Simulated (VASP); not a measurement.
# Al₈Ru₇: saddle point by the improved dimer method

Al₈Ru₇, defect, 15 atoms in the cell. PBE, improved dimer method; PAW potentials Ru_pv, Al (PBE set).

Path: a Ru atom hops into a neighbouring Ru vacancy; Length of the hop (Å): 2.992; Atoms free in the vibrations (from 0): 0, 8, 10, 12, 14.

## Input

INCAR.step1:
```
PREC = Accurate
ENCUT = 250
EDIFF = 1E-7
ISMEAR = 1
SIGMA = 0.1
LREAL = False
LASPH = True
NELM = 100
ALGO = Normal
LWAVE = False
LCHARG = False
ISYM = 0
KPAR = 8
IBRION = 2
NSW = 100
ISIF = 2
EDIFFG = -0.005
POTIM = 0.5
```

INCAR.step2, as INCAR.step1 but for:
```
- EDIFF = 1E-7
- EDIFFG = -0.005
+ EDIFF = 1E-6
+ EDIFFG = -0.02
```

INCAR.step3, as INCAR.step2 but for:
```
- IBRION = 2
- NSW = 100
- ISIF = 2
- POTIM = 0.5
+ IBRION = 44
+ NSW = 300
```

INCAR.step4, as INCAR.step3 but for:
```
- EDIFF = 1E-6
- IBRION = 44
- NSW = 300
- EDIFFG = -0.02
+ EDIFF = 1E-7
+ IBRION = 5
+ NFREE = 2
+ POTIM = 0.015
+ NSW = 1
```

KPOINTS:
```
k-points
0
Gamma
  3 3 3
```

POSCAR.step1:
```
Al8Ru7
1.0
    5.9832000000      0.0000000000      0.0000000000
    0.0000000000      5.9832000000      0.0000000000
    0.0000000000      0.0000000000      5.9832000000
Ru Al
7 8
Direct
    0.2500000000      0.2500000000      0.7500000000
    0.2500000000      0.7500000000      0.2500000000
    0.2500000000      0.7500000000      0.7500000000
    0.7500000000      0.2500000000      0.2500000000
    0.7500000000      0.2500000000      0.7500000000
    0.7500000000      0.7500000000      0.2500000000
    0.7500000000      0.7500000000      0.7500000000
    0.0000000000      0.0000000000      0.0000000000
    0.0000000000      0.0000000000      0.5000000000
    0.0000000000      0.5000000000      0.0000000000
    0.0000000000      0.5000000000      0.5000000000
    0.5000000000      0.0000000000      0.0000000000
    0.5000000000      0.0000000000      0.5000000000
    0.5000000000      0.5000000000      0.0000000000
    0.5000000000      0.5000000000      0.5000000000
```

POSCAR.step2:
```
Al8Ru7
1.0
    5.9832000000      0.0000000000      0.0000000000
    0.0000000000      5.9832000000      0.0000000000
    0.0000000000      0.0000000000      5.9832000000
Ru Al
7 8
Direct
    0.2500000000      0.2500000000      1.2500000000
    0.2500000000      0.7500000000      0.2500000000
    0.2500000000      0.7500000000      0.7500000000
    0.7500000000      0.2500000000      0.2500000000
    0.7500000000      0.2500000000      0.7500000000
    0.7500000000      0.7500000000      0.2500000000
    0.7500000000      0.7500000000      0.7500000000
    0.0000000000      0.0000000000      0.0000000000
    0.0000000000      0.0000000000      0.5000000000
    0.0000000000      0.5000000000      0.0000000000
    0.0000000000      0.5000000000      0.5000000000
    0.5000000000      0.0000000000      0.0000000000
    0.5000000000      0.0000000000      0.5000000000
    0.5000000000      0.5000000000      0.0000000000
    0.5000000000      0.5000000000      0.5000000000
```

POSCAR.step3:
```
Al8Ru7                                  
1.0
    5.9832000000      0.0000000000      0.0000000000
    0.0000000000      5.9832000000      0.0000000000
    0.0000000000      0.0000000000      5.9832000000
Ru Al
7 8
Direct
    0.2564346523      0.2418483348      0.5180288917
    0.2480988705      0.7483310381      0.2655553407
    0.2432445734      0.7490709249      0.7650417173
    0.7612639424      0.2507576617      0.2650972575
    0.7492138229      0.2477698356      0.7644068413
    0.7487232603      0.7515783909      0.2632011476
    0.7532307857      0.7492998316      0.7702985373
    1.0061649440      1.0028239403      1.0138944939
    0.9850661013      0.9874911827      0.5235683883
    1.0000986345      0.4981858228      1.0189339877
    0.9827326533      0.5133286802      0.5200499056
    0.5009397563      1.0013062494      1.0178229209
    0.5048850749      0.9890752022      0.5138922714
    0.4934199864      0.4999255190      1.0179249363
    0.5128311676      0.5107264793      0.5171872747

    0.0000000035     -0.0000000008     -0.9660905177
    0.0000000080      0.0000000018      0.0690064504
    0.0000000033      0.0000000132      0.0690064890
   -0.0000000015      0.0000000034      0.0690064671
   -0.0000000098     -0.0000000050      0.0690064488
   -0.0000000034     -0.0000000036      0.0690064740
    0.0000000005     -0.0000000102      0.0690064668
    0.0003309203      0.0003300734      0.0693365963
    0.0003309200      0.0003300771      0.0686763345
    0.0003309216     -0.0003300734      0.0693365980
    0.0003309199     -0.0003300768      0.0686763333
   -0.0003309205      0.0003300760      0.0693365959
   -0.0003309204      0.0003300779      0.0686763339
   -0.0003309214     -0.0003300754      0.0693365963
   -0.0003309200     -0.0003300776      0.0686763333
```

POSCAR.step4:
```
Al8Ru7
1.0
    5.9832000000      0.0000000000      0.0000000000
    0.0000000000      5.9832000000      0.0000000000
    0.0000000000      0.0000000000      5.9832000000
Ru Al
7 8
Selective dynamics
Direct
    0.2497153960      0.2494734044      0.5169197866  T T T
    0.2498756310      0.7494531048      0.2693459477  F F F
    0.2498592666      0.7494628294      0.7647793779  F F F
    0.7494449752      0.2493564272      0.2693900353  F F F
    0.7496800690      0.2494782217      0.7647303265  F F F
    0.7497669646      0.7493742966      0.2505849150  F F F
    0.7497699320      0.7494805964      0.7833484443  F F F
    0.0059721035      0.0056091473      0.0170722900  F F F
    0.9722179674      0.9718488087      0.5168138293  T T T
    0.0060555934      0.4930419040      0.0170245232  F F F
    0.9722740434      0.5270800316      0.5168756152  T T T
    0.4934363096      0.0058076782      0.0169458605  F F F
    0.5273796378      0.9718518743      0.5170708085  T T T
    0.4935793769      0.4931867827      0.0169496112  F F F
    0.5273209595      0.5270139862      0.5170525411  T T T
```

POSCAR.step5:
```
Al8Ru7
1.0
    5.9832000000      0.0000000000      0.0000000000
    0.0000000000      5.9832000000      0.0000000000
    0.0000000000      0.0000000000      5.9832000000
Ru Al
7 8
Selective dynamics
Direct
    0.2499999983      0.2500000004      0.7499999965  T T T
    0.2499999961      0.7499999992      0.2500000076  F F F
    0.2499999984      0.7499999936      0.7499999889  F F F
    0.7500000007      0.2499999983      0.2499999995  F F F
    0.7500000047      0.2500000024      0.7500000083  F F F
    0.7500000016      0.7500000017      0.2499999961  F F F
    0.7499999997      0.7500000049      0.7499999997  F F F
    0.9998401501      0.9998405592      0.9998405318  F F F
    0.9998401503      0.9998405574      0.5001594689  T T T
    0.9998401495      0.5001594408      0.9998405309  F F F
    0.9998401503      0.5001594424      0.5001594695  T T T
    0.5001598500      0.9998405579      0.9998405319  F F F
    0.5001598499      0.9998405570      0.5001594692  T T T
    0.5001598505      0.5001594418      0.9998405317  F F F
    0.5001598497      0.5001594429      0.5001594695  T T T
```

Commands (each step's output is kept before the next begins):
```
cat potpaw_PBE.64/Ru_pv/POTCAR potpaw_PBE.64/Al/POTCAR > POTCAR
cp INCAR.step1 INCAR
cp POSCAR.step1 POSCAR
mpirun -np 8 vasp_std > vasp.out
cp INCAR.step2 INCAR
cp POSCAR.step2 POSCAR
mpirun -np 8 vasp_std > vasp.out
# the block under the positions in POSCAR is the starting axis: the straight line between the two relaxed ends
cp INCAR.step3 INCAR
cp POSCAR.step3 POSCAR
mpirun -np 8 vasp_std > vasp.out
# POSCAR: the saddle point
cp INCAR.step4 INCAR
cp POSCAR.step4 POSCAR
mpirun -np 8 vasp_std > vasp.out
# POSCAR: the relaxed minimum
cp POSCAR.step5 POSCAR
mpirun -np 8 vasp_std > vasp.out
```

## Result

- Barrier (eV): 2.371
- Barrier with zero-point energies (eV): 2.408
- Imaginary frequency (cm⁻¹): 110
- Imaginary modes at the saddle: 1
- Attempt frequency (THz): 0.6
- Force evaluations of the dimer: 52
- Largest force left (eV/Å): 0.0151
- Ionic steps, all stages: 118
- Electronic steps, all stages: 991

Vibrations (cm⁻¹; a negative value is imaginary):

| Mode | Minimum | Saddle |
|---|---|---|
| 1 | 327 | 480 |
| 2 | 327 | 459 |
| 3 | 327 | 458 |
| 4 | 321 | 390 |
| 5 | 307 | 371 |
| 6 | 297 | 321 |
| 7 | 297 | 310 |
| 8 | 284 | 310 |
| 9 | 244 | 288 |
| 10 | 240 | 287 |
| 11 | 240 | 287 |
| 12 | 231 | 265 |
| 13 | 168 | 146 |
| 14 | 168 | 146 |
| 15 | 143 | -110 |

Harmonic rate, classical:

| Temperature (K) | Jumps per second |
|---|---|
| 300 | 8.2e-29 |
| 600 | 6.8e-09 |
| 900 | 0.029 |

The cell is RuAl (16 atoms) with one Ru atom missing.

Limits: the cell holds 15 atoms, so the vacancy or interstitial meets its own images and the barrier isn't that of a lone defect; the attempt frequency counts the hopping atom and the four atoms nearest to it, while all others are held.

VASP 6.6.1 took 514 s on 8 cores (Intel Xeon 6975P-C (Granite Rapids)), a shared host.
